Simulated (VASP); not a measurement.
## Ru under changes of volume

One of the cells (13.846 Å³/atom); the others are scaled copies at fixed shape and fractional positions:

```xyz
2
Lattice="2.7237 0.0000 0.0000 -1.3619 2.3588 0.0000 0.0000 0.0000 4.3103" Properties=species:S:1:pos:R:3 pbc="T T T"
Ru    1.3619    0.7863    3.2327
Ru    0.0000    1.5725    1.0776
```

```yaml
Program: VASP 6.6.1
Functional: PBE
Potentials_or_basis: VASP PAW PBE potentials, release 64 (Ru_pv)
Cutoff: 520 eV
k_mesh: 11 × 11 × 6
Occupations: fermi-dirac, width 0.05 eV
Spin: no spin polarisation
```

```csv
volume (Å³/atom),energy over the lowest point (meV/atom),pressure (GPa)
12.760,?,?
13.032,42.15,19.6
13.303,15.82,11.6
13.846,0.00,-1.8
14.118,7.88,-7.5
14.389,24.76,-12.5
```

**Question.** What does the run at 12.760 Å³/atom give?

**Answer.** Energy over the lowest point 82.79 meV/atom; pressure 28.5 GPa.

Worked out: A Birch-Murnaghan fit of order 3 (a polynomial in V^(-2/3)) to the other rows has its minimum at 13.77 Å³/atom with B0 = V·E''(V) = 313 GPa and B' = 4.9 at fixed shape and positions, which overstates the stiffness. It gives 82.96 meV/atom at 12.760 Å³/atom, against the run's 82.79, and -dE/dV = 28.6 GPa, against 28.5.

Energies are extrapolated to zero smearing.
